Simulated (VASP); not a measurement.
# K2HBr (P-6m2) in VASP: a series of runs

Runs on K2HBr. Level: PBE. Tasks: single point, relaxation of cell and atoms.

Everything below comes from runs of VASP 6.6.1. Logs are shortened: lines on timing, memory, paths and dates and some standing lists are left out, and cuts for length are marked.

### Step 1. The structure

It takes space group P-6m2 (No. 187, hexagonal). The conventional cell has a = 4.315 Å, b = 4.315 Å, c = 7.716 Å, α = 90.00°, β = 90.00°, γ = 120.00°. K (site symmetry 3m) is surrounded by 3 H at 3.04 Å and 3 Br at 3.27 Å and 1 K at 3.47 Å. Around H (site symmetry -6m2) lie 6 K at 3.04 Å. Br (site symmetry -6m2) is surrounded by 6 K at 3.27 Å.

The cell was built by a generator and needn't be a form met in nature.

### Step 2. Single point, PBE

INCAR

```
ALGO = Normal ; EDIFF = 1E-6
ENCUT = 520 ; GGA = PE
ISIF = 2 ; ISMEAR = 0
LASPH = T ; LCHARG = F
LREAL = F ; LWAVE = F
NBANDS = 21 ; NELM = 100
PREC = Accurate ; SIGMA = 0.02
```

KPOINTS

```
k-points
0
Gamma
  6 6 4
```

POSCAR

```
K2HBr
1.0
    4.3146402534      0.0000000000      0.0000000000
   -2.1573201267      3.7365880677      0.0000000000
    0.0000000000      0.0000000000      7.7164465363
K H Br
2 1 1
Direct
    0.6666666667      0.3333333333      0.2751168571
    0.6666666667      0.3333333333      0.7248831429
    0.3333333333      0.6666666667      0.5000000000
    0.0000000000      0.0000000000      0.0000000000
```

Potentials or basis: VASP PAW PBE potentials, release 64 (K_sv, H, Br).

Run with:

```bash
$ cat potpaw_PBE.64/K_sv/POTCAR potpaw_PBE.64/H/POTCAR potpaw_PBE.64/Br/POTCAR > POTCAR
$ mpirun -np 1 vasp_std > vasp.out
```

OUTCAR:

```text
EDIFF = 1E-6
   ENCUT = 520
   GGA = PE
   ISIF = 2
   ISMEAR = 0
   LASPH = T
   LREAL = F
   NELM = 100
   PREC = Accurate

 ion  position               nearest neighbor table
   1  0.667  0.333  0.275-   4 3.27   4 3.27   4 3.27   2 3.47
   2  0.667  0.333  0.725-   4 3.27   4 3.27   4 3.27   1 3.47
   3  0.333  0.667  0.500-
   4  0.000  0.000  0.000-   1 3.27   2 3.27   1 3.27   2 3.27   1 3.27   2 3.27

  LATTYP: Found a hexagonal cell.
 ALAT       =     4.3146402534
 C/A-ratio  =     1.7884333532

  Lattice vectors:

 A1 = (   4.3146402534,   0.0000000000,   0.0000000000)
 A2 = (  -2.1573201267,   3.7365880677,   0.0000000000)
 A3 = (   0.0000000000,   0.0000000000,   7.7164465363)

Analysis of symmetry for initial positions (statically):
=====================================================================
 Subroutine PRICEL returns:
 Original cell was already a primitive cell.

 Routine SETGRP: Setting up the symmetry group for a
 hexagonal supercell.

 Subroutine GETGRP returns: Found 12 space group operations
 (whereof 12 operations were pure point group operations)
 out of a pool of 24 trial point group operations.

The static configuration has the point symmetry D_3h.

Analysis of symmetry for dynamics (positions and initial velocities):
=====================================================================
 Subroutine PRICEL returns:
 Original cell was already a primitive cell.

 Routine SETGRP: Setting up the symmetry group for a
 hexagonal supercell.

 Subroutine GETGRP returns: Found 12 space group operations
 (whereof 12 operations were pure point group operations)
 out of a pool of 24 trial point group operations.

The dynamic configuration has the point symmetry D_3h.

 Subroutine INISYM returns: Found 12 space group operations
 (whereof 12 operations are pure point group operations),
 and found     1 'primitive' translations

----------------------------------------------------------------------------------------

                                     Primitive cell

  volume of cell :     124.4048

  direct lattice vectors                    reciprocal lattice vectors
     4.314640253  0.000000000  0.000000000     0.231769033  0.133811914  0.000000000
    -2.157320127  3.736588068  0.000000000     0.000000000  0.267623827  0.000000000
     0.000000000  0.000000000  7.716446536     0.000000000  0.000000000  0.129593330

  length of vectors
     4.314640253  4.314640253  7.716446536     0.267623827  0.267623827  0.129593330

  position of ions in fractional coordinates (direct lattice)
     0.666666667  0.333333333  0.275116857
     0.666666667  0.333333333  0.724883143
     0.333333333  0.666666667  0.500000000
     0.000000000  0.000000000  0.000000000

  ion indices of the primitive-cell ions
   primitive index   ion index
                 1           1
                 2           2
                 3           3
                 4           4

----------------------------------------------------------------------------------------

 KPOINTS: k-points

Automatic generation of k-mesh.
 Grid dimensions read from file:
 generate k-points for:    6    6    4

 Generating k-lattice:

  Cartesian coordinates                     Fractional coordinates (reciprocal lattice)
     0.038628172  0.022301986  0.000000000     0.166666667  0.000000000  0.000000000
     0.000000000  0.044603971  0.000000000     0.000000000  0.166666667  0.000000000
     0.000000000  0.000000000  0.032398332     0.000000000  0.000000000  0.250000000

  Length of vectors
     0.044603971  0.044603971  0.032398332

  Shift w.r.t. Gamma in fractional coordinates (k-lattice)
     0.000000000  0.000000000  0.000000000

 Subroutine IBZKPT returns following result:
 ===========================================

 Found     21 irreducible k-points:

 Following reciprocal coordinates:
            Coordinates               Weight
  0.000000  0.000000  0.000000      1.000000
  0.166667  0.000000  0.000000      6.000000
  0.333333  0.000000  0.000000      6.000000
  0.500000  0.000000  0.000000      3.000000
  0.166667  0.166667  0.000000      6.000000
  0.333333  0.166667  0.000000     12.000000
[... 13 lines left out ...]
  0.333333  0.166667  0.500000     12.000000
  0.333333  0.333333  0.500000      2.000000
   k-points           NKPTS =     21   k-points in BZ     NKDIM =     21   number of bands    NBANDS=     21
   number of dos      NEDOS =    301   number of ions     NIONS =      4
   total plane-waves  NPLWV =  61440
   dimension x,y,z NGX =    32 NGY =   32 NGZ =   60
   dimension x,y,z NGXF=    64 NGYF=   64 NGZF=  120
   ions per type =               2   1   1
   NGX,Y,Z   is equivalent  to a cutoff of  12.33, 12.33, 12.93 a.u.
   NGXF,Y,Z  is equivalent  to a cutoff of  24.66, 24.66, 25.85 a.u.
 SYSTEM =  unknown system
   PREC   = accura    normal or accurate (medium, high low for compatibility)
   ISTART =      0    job   : 0-new  1-cont  2-samecut
   ICHARG =      2    charge: 1-file 2-atom 10-const
   ISPIN  =      1    spin polarized calculation?
   LNONCOLLINEAR =      F non collinear calculations
   LSORBIT =      F    spin-orbit coupling
   LASPH  =      T    aspherical Exc in radial PAW
   ENCUT  =  520.0 eV  38.22 Ry    6.18 a.u.   8.02  8.02 14.35*2*pi/ulx,y,z
   NELM   =    100;   NELMIN=  2; NELMDL= -5     # of ELM steps
   EDIFF  = 0.1E-05   stopping-criterion for ELM
   LREAL  =      F    real-space projection
   EDIFFG = 0.1E-04   stopping-criterion for IOM
   NSW    =      0    number of steps for IOM
   IBRION =     -1    ionic relax: 0-MD 1-quasi-New 2-CG
   NFREE  =      0    steps in history (QN), initial steepest desc. (CG)
   ISIF   =      2    stress and relaxation
   ISYM   =      2    0-nonsym 1-usesym 2-fastsym
   POTIM  = 0.5000    time-step for ionic-motion
   TEBEG  =    0.0;   TEEND  =   0.0 temperature during run
   PSTRESS=    0.0 pullay stress
   NELECT =      26.0000    total number of electrons
   NUPDOWN=      -1.0000    fix difference up-down
   EMIN   =  10.00;   EMAX   =-10.00  energy-range for DOS
   EFERMI =   0.00;   METHOD = LEGACY
   ISMEAR =     0;   SIGMA  =   0.02  broadening in eV -4-tet -1-fermi 0-gaus
   EFERMI_NEDOS =   21; number of points for ismear=-14 and -15
   IALGO  =     38    algorithm
   IMIX   =      4    mixing-type and parameters
     AMIX     =   0.40;   BMIX     =  1.00
     AMIX_MAG =   1.60;   BMIX_MAG =  1.00
  volume/ion in A,a.u.               =      31.10       209.88
  Fermi-wavevector in a.u.,A,eV,Ry     =   0.971524  1.835914 12.841981  0.943859
  Thomas-Fermi vector in A             =   2.101748
   LORBIT       =      0    0 simple, 1 ext, 2 COOP (PROOUT), +10 PAW based schemes
   GGA     = PE    functional components
   LHFCALC =     F    Hartree Fock is set to
   AEXX    =    0.0000 exact exchange contribution
   IVDW    =     0    specifies the selected vdW correction
   LEPSILON=     F    determine dielectric tensor
   LRPA    =     F    only Hartree local field effects (RPA)
 non-spin polarized calculation
 Gauss-broadening in eV      SIGMA  =   0.02
  energy-cutoff  :      520.00
  volume of cell :      124.40
 maximum number of plane-waves:      3390
   NGX = 17   NGY = 17   NGZ = 29

 number of electron      26.0000003 magnetization

 Free energy of the ion-electron system (eV)
  ---------------------------------------------------
  ext. energy  EPLUGINS =         0.00000000
  ---------------------------------------------------
  free energy    TOTEN  =       -10.78578889 eV

  energy without entropy =      -10.78578889  energy(sigma->0) =      -10.78578889

 E-fermi :  -0.8451     XC(G=0):  -7.0939

 val. band max:       -1.0323103825   @ k =   0.3333   0.3333   0.5000
 cond. band min:       2.2846053559   @ k =   0.0000   0.0000   0.5000
 fundamental gap:      3.3169157385
 Fermi energy:        -0.8451096064

 k-point     1 :       0.0000    0.0000    0.0000
  band No.  band energies     occupation
      1     -30.3732      2.00000
      2     -30.3427      2.00000
      3     -14.9041      2.00000
      4     -13.8112      2.00000
      5     -13.8112      2.00000
      6     -13.7739      2.00000
[... 13 lines left out ...]
     20       6.3233      0.00000
     21       6.3233      0.00000

 k-point     2 :       0.1667    0.0000    0.0000
  band No.  band energies     occupation
      1     -30.3710      2.00000
      2     -30.3406      2.00000
      3     -14.8650      2.00000
      4     -13.9067      2.00000
      5     -13.8192      2.00000
      6     -13.8059      2.00000
[... 13 lines left out ...]
     20       6.5959      0.00000
     21       6.7512      0.00000

 k-point     3 :       0.3333    0.0000    0.0000
  band No.  band energies     occupation
      1     -30.3664      2.00000
      2     -30.3365      2.00000
      3     -14.7859      2.00000
      4     -13.9928      2.00000
      5     -13.8677      2.00000
      6     -13.8353      2.00000
[... 13 lines left out ...]
     20       7.2024      0.00000
     21       7.3743      0.00000
[... 385 lines left out ...]
 k-point    20 :       0.3333    0.1667    0.5000
  band No.  band energies     occupation
      1     -30.3614      2.00000
      2     -30.3372      2.00000
      3     -14.7311      2.00000
      4     -13.9690      2.00000
      5     -13.9230      2.00000
      6     -13.8520      2.00000
[... 13 lines left out ...]
     20       7.0132      0.00000
     21       7.2981      0.00000

 k-point    21 :       0.3333    0.3333    0.5000
  band No.  band energies     occupation
      1     -30.3603      2.00000
      2     -30.3362      2.00000
      3     -14.7115      2.00000
      4     -13.9651      2.00000
      5     -13.9020      2.00000
      6     -13.8939      2.00000
[... 13 lines left out ...]
     20       7.2339      0.00000
     21       7.4338      0.00000

------------------------ aborting loop because EDIFF is reached ----------------------------------------

  FORCE on cell =-STRESS in cart. coord.  units (eV):
  Direction    XX          YY          ZZ          XY          YZ          ZX
  --------------------------------------------------------------------------------------
  -------------------------------------------------------------------------------------
  Total        0.0128292      0.0128292     -0.0135410      0.0000000      0.0000000      0.0000000
  in kB        0.1652235      0.1652235     -0.1743911      0.0000000      0.0000000      0.0000000
  external PRESSURE =       0.0520186 kB  Pullay stress =       0.0000000 kB

 VOLUME and BASIS-vectors are now :
 -----------------------------------------------------------------------------
  energy-cutoff  :      520.00
  volume of cell :      124.40
      direct lattice vectors                 reciprocal lattice vectors
     4.314640253  0.000000000  0.000000000     0.231769033  0.133811914  0.000000000
    -2.157320127  3.736588068  0.000000000     0.000000000  0.267623827  0.000000000
     0.000000000  0.000000000  7.716446536     0.000000000  0.000000000  0.129593330

 POSITION                                       TOTAL-FORCE (eV/Angst)
 -----------------------------------------------------------------------------------
      2.15732      1.24553      2.12292         0.000000     -0.000000      0.005431
      2.15732      1.24553      5.59352         0.000000     -0.000000     -0.005431
     -0.00000      2.49106      3.85822        -0.000000      0.000000      0.000000
      0.00000      0.00000      0.00000        -0.000000      0.000000      0.000000
 -----------------------------------------------------------------------------------
    total drift:                               -0.000000      0.000000      0.000000

  FREE ENERGIE OF THE ION-ELECTRON SYSTEM (eV)
  ---------------------------------------------------
  free  energy   TOTEN  =       -10.7857888893 eV

  energy  without entropy=      -10.7857888893  energy(sigma->0) =      -10.78578889
```

Run time: 29 s. Hardware: 1 thread of Intel Xeon 6975P-C (Granite Rapids), shared host; peak memory 0.25 GiB.

What came out:

```
Free energy            : -10.7858 eV
Pressure               : 0.0 GPa
Largest force          : 0.005 eV/Å
Band gap on the k mesh : 3.32 eV, indirect (least direct gap 3.84 eV)
```

Forces in eV/Å, atoms in the order of the input:
```
K    0.000  0.000  0.005
K    0.000  0.000 -0.005
H    0.000  0.000  0.000
Br   0.000  0.000  0.000
```

Levels at points of the mesh, in eV from the valence-band top:
```tsv
k point	band 10	band 11	band 12	band 13	band 14	band 15	band 16	band 17
(0.00, 0.00, 0.00)	-2.19	-1.20	-1.20	-0.91	4.54	4.89	5.51	7.06
(0.50, 0.00, 0.00)	-2.39	-1.90	-1.45	-0.08	3.98	5.20	5.26	6.91
(0.00, 0.00, 0.50)	-2.37	-1.20	-1.20	-0.53	3.32	5.48	6.53	6.81
(0.50, 0.00, 0.50)	-2.37	-1.91	-1.45	-0.10	4.06	5.25	6.11	6.50
```

A k mesh can miss the band edges.

### Step 3. Single point, PBE

INCAR

```
SYSTEM = K2HBr
  ALGO = Fast
  EDIFF = 1E-7
  ENCUT = 520
  GGA = PE
  ISIF = 2
  ISMEAR = 0
  LASPH = .True.
  LCHARG = .False.
  LREAL = .False.
  LWAVE = .False.
  NBANDS = 21
  NELM = 80
  PREC = Accurate
  SIGMA = 0.02
```

KPOINTS

```
k-points
0
Gamma
  6 6 4
  0 0 0
```

POSCAR is that of step 2.

Potentials or basis: VASP PAW PBE potentials, release 64 (K_sv, H, Br).

Run with:

```bash
$ cat potpaw_PBE.64/K_sv/POTCAR potpaw_PBE.64/H/POTCAR potpaw_PBE.64/Br/POTCAR > POTCAR
$ mpirun -np 1 vasp_std > vasp.out
```

Run time: 46 s. Hardware: 1 thread of Intel Xeon 6975P-C (Granite Rapids), shared host; peak memory 0.26 GiB.

Results (log left out):

* Free energy: -10.7858 eV
* Pressure: 0.0 GPa
* Largest force: 0.005 eV/Å
* Band gap on the k mesh: 3.32 eV, indirect (least direct gap 3.84 eV)

Forces in eV/Å, atoms in the order of the input:
```
K    0.000  0.000  0.005
K    0.000  0.000 -0.005
H    0.000  0.000  0.000
Br   0.000  0.000  0.000
```

Levels at points of the mesh, in eV from the valence-band top:
```
           k point  band 11  band 12  band 13  band 14  band 15  band 16
(0.00, 0.00, 0.00)    -1.20    -1.20    -0.91     4.54     4.89     5.51
(0.50, 0.00, 0.00)    -1.90    -1.46    -0.08     3.98     5.20     5.26
(0.00, 0.00, 0.50)    -1.20    -1.20    -0.53     3.32     5.48     6.53
(0.50, 0.00, 0.50)    -1.91    -1.45    -0.10     4.06     5.25     6.11
```

(Part 1 of 2 ends here.)
